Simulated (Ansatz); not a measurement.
## TiC: enthalpy under pressure, worked through

All numbers below come from Ansatz 0.2.0, DFT r2SCAN, scalar-relativistic, plane waves, PAW. Run with 500 eV cutoff, 16×16×16 k-mesh, Gaussian smearing of 0.10 eV, no spin polarisation.

Reference structure (relaxed):

```yaml
crystal:
  lattice:
    - [0.00000, 2.16391, 2.16391]
    - [2.16391, 0.00000, 2.16391]
    - [2.16391, 2.16391, 0.00000]
  atoms:
    - { symbol: Ti, position: [0.00000, 0.00000, 0.00000] }
    - { symbol: C, position: [0.50000, 0.50000, 0.50000] }
```

Cell and atoms were relaxed at each target pressure within the start's symmetry (Fm-3m), at zero temperature; other phases can be more stable under pressure. H = E + PV with P the target; E is the free energy at the smearing used, whose derivative the pressure is, per atom and counted from zero pressure.

| P (GPa) | V (Å³/atom) | E − E0 (meV) | H − H0 (meV) |
| --- | --- | --- | --- |
| 0 | 10.133 | 0.0 | 0.0 |
| 2 | 10.056 | 0.5 | 126.0 |
| 5 | 9.947 | 2.9 | 313.3 |
| 10 | 9.779 | 10.7 | 621.1 |
| 20 | 9.477 | 38.8 | 1221.8 |
| 40 | 8.983 | 130.2 | 2372.8 |

Thermodynamics gives dH/dP = V along a relaxed path. Integrate V over P by the trapezoid rule and compare with the computed enthalpies.

With 1 eV/Å³ = 160.22 GPa, each step adds the mean volume times ΔP / 160.22:
| P (GPa) | ∫V dP (meV) | H − H0 (meV) | difference (meV) |
| --- | --- | --- | --- |
| 2 | 126.0 | 126.0 | 0.0 |
| 5 | 313.3 | 313.3 | 0.0 |
| 10 | 621.1 | 621.1 | 0.0 |
| 20 | 1222.0 | 1221.8 | 0.2 |
| 40 | 2374.1 | 2372.8 | 1.4 |

V(P) curves upward, so the trapezoid rule runs high; integrating a smooth curve through the same points (P as a polynomial of degree 4 in ln V) puts that excess at about 1.6 meV at 40 GPa, against the 1.4 meV found.

At 40 GPa, how much of the enthalpy change is stored energy and how much is the PV term?

E rises by 130 meV/atom and PV is 40 × 8.983 / 160.22 = 2243 meV/atom, so PV makes 95 % of ΔH. So between rival structures at high pressure a small difference in volume can outweigh the difference in energy: 1 % of this volume is worth 22.4 meV/atom at this pressure.

What bulk modulus do the lowest pressures give?

From the pressures that the runs reached, -2.00 GPa (10.211 Å³) and 2.01 GPa (10.056 Å³), B = −ΔP/Δln V = 4.01 / 0.0153 = 262 GPa, a mean over that range.

TiC resists compression strongly: the volume falls only from 10.133 to 8.983 Å³/atom by 40 GPa, and each further increment of pressure removes less of it. In rocksalt the atoms sit on symmetry-fixed sites, so hydrostatic pressure can't be taken up by rotating units or bending soft angles; every Ti–C bond has to shorten. Those bonds combine strong Ti 3d–C 2p covalency with ionic attraction, and the valence electrons largely fill the bonding states, which accounts for the bulk modulus of 262 GPa. The stiffening on compression reflects the steep rise of Pauli repulsion as the shells overlap.

The dominance of PV is not peculiar to this carbide. Around the energy minimum the stored energy starts out quadratic in pressure, while PV starts out linear, so the stored share is smallest at low pressure and grows with compression. The match between integrated and direct enthalpies shows that energies, volumes and pressures are mutually consistent, but it doesn't test the functional's accuracy for the equation of state.
